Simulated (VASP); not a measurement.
Runs of VASP 6.6.1 on CdSe. It takes space group F-43m (No. 216, cubic). The conventional cell has a = 6.141 Å, b = 6.141 Å, c = 6.141 Å, α = 90.00°, β = 90.00°, γ = 90.00°. Cd (site symmetry -43m) is surrounded by 4 Se at 2.66 Å. Se (site symmetry -43m) is surrounded by 4 Cd at 2.66 Å. Measurements of this composition are mostly on another form, of space group No. 186.

| task | level | potentials or basis | cell | k mesh | cutoff (eV) | smearing | grid for exact exchange (PRECFOCK) | exchange at q = 0 | cutoff of the response function | frequency points | empty bands | mesh quality | gap on the mesh (eV) | pressure (GPa) | relaxed volume (Å³/atom) |
| --- | --- | --- | --- | --- | --- | --- | --- | --- | --- | --- | --- | --- | --- | --- | --- |
| single point | PBE | VASP PAW PBE potentials, release 64 (Cd, Se) | as given | 8 × 8 × 8 | 520 | fermi-dirac 0.05 eV | - | - | - | - | - | not flagged | 0.55 | 1.6 | - |
| relaxation of cell and atoms | r2SCAN0 | VASP PAW PBE potentials, release 64 (Cd, Se) | relaxed | 4 × 4 × 4 | 600 | gaussian 0.05 eV | Fast | truncated | - | - | - | coarse | 2.46 | 0.0 | 28.63 |
| single point | PBE | VASP PAW PBE potentials, release 64 (Cd, Se) | as given | 8 × 8 × 8 | 520 | gaussian 0.021 eV | - | - | - | - | - | not flagged | 0.55 | 1.6 | - |
| band structure | LDA | VASP PAW LDA potentials, release 64 (Cd, Se) | as given | 8 × 8 × 8 | 520 | gaussian 0.02 eV | - | - | - | - | - | not flagged | 0.30 | - | - |
| band structure | r2SCAN-EpsX | VASP PAW PBE potentials, release 64 (Cd, Se) | as given | 4 × 4 × 4 | 520 | fermi-dirac 0.05 eV | Fast | default | - | - | - | coarse | (a) | 0.0 | - |
| relaxation of cell and atoms | PBEsol0 | VASP PAW PBE potentials, release 64 (Cd, Se) | relaxed | 4 × 4 × 4 | 600 | fermi-dirac 0.05 eV | Fast | truncated | - | - | - | coarse | (b) | 0.0 | 28.02 |

Alike in all rows: no spin polarisation.

Q: Fill in the values left out.

A: (a) 1.47; (b) 2.12.

Caveats: some runs use coarse meshes; the PAW data sets were made with another functional, which shifts forces and pressure a little (some runs); an unscreened hybrid on a path of extra k points without a Coulomb cutoff has errors near the mesh points, so the bands along the path aren't reliable (some runs).

A k mesh can miss the band edges, and the runs leave out spin-orbit coupling on Cd, Se.

Not every run made on this cell is shown here.
